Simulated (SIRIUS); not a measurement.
Crystal: ZrB2.

```xyz
3
Lattice="3.1700 0.0000 0.0000 -1.5850 2.7453 0.0000 0.0000 0.0000 3.5330" Properties=species:S:1:pos:R:3 pbc="T T T"
Zr    0.0000    0.0000    0.0000
B     1.5850    0.9151    1.7665
B     0.0000    1.8302    1.7665
```

| Quantity | Value |
| --- | --- |
| Program | SIRIUS 7.12.0 |
| Task | relaxation of cell and atoms |
| Functional | PBEsol |
| Dispersion | D3(BJ) |
| Potentials or basis | PseudoDojo 0.4.1 PBE standard (scalar relativistic) |
| Cutoff | 1054 eV |
| Density cutoff | 4214 eV |
| k mesh | 5 × 5 × 4 |
| Occupations | fermi-dirac, width 0.05 eV |
| Spin | no spin polarisation |

At the start: pressure -9.2 GPa; volume 10.25 Å³/atom.

Task: How do energy, volume and symmetry change on relaxing?

Result: Over 7 steps the energy falls by 11.9 meV/atom and the volume is 9.87 Å³/atom (-3.7 %); space group P6/mmm (No. 191, to 0.05 Å).

Step by step:
```tsv
step	energy change (eV)	largest force (eV/Å)	pressure (GPa)	volume (Å³)
1	0.0000	0.0000	-9.18	30.75
2	-0.0134	0.0000	-7.28	30.49
3	-0.0349	0.0000	0.44	29.55
4	-0.0351	0.0000	0.13	29.58
5	-0.0354	0.0000	-0.26	29.62
6	-0.0356	0.0000	-0.24	29.62
7	-0.0356	0.0000	-0.07	29.60
```

Final structure:
```
Zr B
1.0
     3.13978    0.00000    0.00000
    -1.56989    2.71913    0.00000
     0.00000    0.00000    3.46675
Zr B
1 2
Cartesian
  0.0000 0.0000 0.0000
  1.5699 0.9064 1.7334
  0.0000 1.8128 1.7334
```

Caveat: the k mesh is coarse (spacing up to 0.46 Å⁻¹), so the values aren't converged; the potentials were made for another functional, which shifts forces and pressure; pairwise dispersion overbinds metals, which lowers pressure and volume.
